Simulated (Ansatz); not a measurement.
**CHF3 (trifluoromethane): methods side by side**

The species is CHF3 (5 atoms), meant as a singlet with charge 0. SMILES: `FC(F)F`. Geometry: relaxed at GFN2-xTB.

```xyz
5

F    -0.6677   -0.3324    1.0751
C     0.0190    0.0546    0.0068
F     1.0424   -0.7749   -0.1574
F    -0.7713   -0.0388   -1.0564
H     0.3776    1.0915    0.1320
```

Each level gives the energy change with the F1–C2 bond stretched from 1.328 to 2.655 Å (eV). The values are calculated.

```
                      level                    kind  program  value (eV)  less FCI/STO-3G
  SVWN5/STO-3G (restricted)                     LDA   Ansatz        5.53            +2.07
 revPBE/STO-3G (restricted)                     GGA   Ansatz        4.62            +1.16
 r2SCAN/STO-3G (restricted)                meta-GGA   Ansatz        5.26            +1.80
  B3LYP/STO-3G (restricted)           global hybrid   Ansatz        5.61            +2.15
wB97M-V/STO-3G (restricted)  range-separated hybrid   Ansatz        6.56            +3.10
  wB97X/STO-3G (restricted)  range-separated hybrid   Ansatz        6.48            +3.02
 B2PLYP/STO-3G (restricted)           double hybrid   Ansatz        5.33            +1.87
    MP2/STO-3G (restricted)     perturbation theory   Ansatz        5.11            +1.65
  CCSDT/STO-3G (restricted)   coupled cluster or CI   Ansatz        3.50            +0.04
                 FCI/STO-3G      exact in the basis   Ansatz        3.46             0.00
```

FCI/STO-3G is exact within its basis and frozen core, so for wave-function methods in that basis the difference is their error; functionals converge differently with the basis, so for them it is only a difference. The first shape isn't each level's own minimum. The values span 3.46 to 6.56 eV. All rows use very small basis sets, so none should be taken for the real molecule's value.
